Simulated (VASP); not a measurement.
Input of a VASP 6.6.1 run:

The input POSCAR:

```
MgS
1.0
    4.0346224068      0.0000000000      0.0000000000
   -2.0173112034      3.4940854990      0.0000000000
    0.0000000000      0.0000000000      6.4322941800
S Mg
2 2
Direct
    0.6666666667      0.3333333333      0.8792441500
    0.3333333333      0.6666666667      0.3792441500
    0.3333333333      0.6666666667      0.9957548500
    0.6666666667      0.3333333333      0.4957548500
```

The input INCAR.step1:

```
PREC     = Accurate       # precision mode
ENCUT    = 520            # plane-wave cutoff, eV
EDIFF    = 1E-5           # SCF threshold, eV
ISMEAR   = 0              # smearing method
SIGMA    = 0.02           # smearing width, eV
LREAL    = False          # projectors in reciprocal space
LASPH    = True           # aspherical terms in the spheres
NELM     = 100            # most SCF steps
ALGO     = Normal         # electronic algorithm
ISIF     = 2              # what is computed and relaxed
LWAVE    = True           # write WAVECAR
LCHARG   = False          # write CHGCAR
GGA      = PE             # functional
KPAR     = 4
```

Contents of INCAR.step2:

```
PREC     = Accurate       # precision mode
ENCUT    = 520            # plane-wave cutoff, eV
EDIFF    = 1E-6           # SCF threshold, eV
ISMEAR   = 0              # smearing method
SIGMA    = 0.02           # smearing width, eV
LREAL    = False          # projectors in reciprocal space
LASPH    = True           # aspherical terms in the spheres
NELM     = 100            # most SCF steps
ALGO     = Normal         # electronic algorithm
ISIF     = 2              # what is computed and relaxed
LWAVE    = False          # write WAVECAR
LCHARG   = False          # write CHGCAR
GGA      = PE             # functional
LHFCALC  = True           # exact exchange
AEXX     = 0.25           # exact-exchange fraction
PRECFOCK = Fast         
HFRCUT   = -1           
ISTART   = 1            
KPAR     = 4
```

The input KPOINTS:

```
Automatic mesh
0
Gamma
  6 6 4
```

Contents of KPOINTS_OPT:

```
path GMKGALHA,LM,KH
12
line-mode
reciprocal
 0.0000000000  0.0000000000  0.0000000000  G
 0.5000000000  0.0000000000  0.0000000000  M

 0.5000000000  0.0000000000  0.0000000000  M
 0.3333333333  0.3333333333  0.0000000000  K

 0.3333333333  0.3333333333  0.0000000000  K
 0.0000000000  0.0000000000  0.0000000000  G

 0.0000000000  0.0000000000  0.0000000000  G
 0.0000000000  0.0000000000  0.5000000000  A

 0.0000000000  0.0000000000  0.5000000000  A
 0.5000000000  0.0000000000  0.5000000000  L

 0.5000000000  0.0000000000  0.5000000000  L
 0.3333333333  0.3333333333  0.5000000000  H

 0.3333333333  0.3333333333  0.5000000000  H
 0.0000000000  0.0000000000  0.5000000000  A

 0.5000000000  0.0000000000  0.5000000000  L
 0.5000000000  0.0000000000  0.0000000000  M

 0.3333333333  0.3333333333  0.0000000000  K
 0.3333333333  0.3333333333  0.5000000000  H
```

Potentials or basis: VASP PAW PBE potentials, release 64 (S, Mg).

Run with:

```bash
$ cat potpaw_PBE.64/S/POTCAR potpaw_PBE.64/Mg/POTCAR > POTCAR
$ cp INCAR.step1 INCAR
$ mpirun -np 4 vasp_std > vasp.out
$ cp INCAR.step2 INCAR
$ mpirun -np 4 vasp_std > vasp.out
```

**Question.** What does it give for the band gap along the path?

**Answer.** 5.17 eV, direct.

**Question.** What does it give for the pressure?

**Answer.** -0.2 GPa.

Stress tensor (GPa, compression positive):
```
-0.15  0.00  0.00
 0.00 -0.15  0.00
 0.00  0.00 -0.35
```

Caveat: the PAW data sets were made with another functional, which shifts forces and pressure a little.
